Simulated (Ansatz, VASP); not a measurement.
**Zr: VASP beside Ansatz**

```xyz
1
Lattice="3.0396 0.0000 0.0000 0.0000 3.0396 0.0000 0.0000 0.0000 3.0396" Properties=species:S:1:pos:R:3 pbc="T T T"
Zr    0.0000    0.0000    0.0000
```

Alike in both runs: task single point; functional BLYP; k mesh 12 × 12 × 12; occupations fermi-dirac, width 0.1 eV; no spin polarisation.

|  | VASP | Ansatz |
| --- | --- | --- |
| version | VASP 6.6.1 | Ansatz 0.2.0 |
| potentials or method | VASP PAW PBE potentials, release 64 (Zr_sv) | plane waves (420 eV) with PAW, scalar-relativistic |
| plane-wave cutoff (eV) | 520 | 420 |
| valence electrons in the cell | 12 | 12 |

|  | VASP | Ansatz | Ansatz less VASP |
| --- | --- | --- | --- |
| pressure (GPa) | -3.8 | -3.8 | -0.05 |

Caveats: the PAW data sets were made with another functional, which shifts forces and pressure a little (VASP).
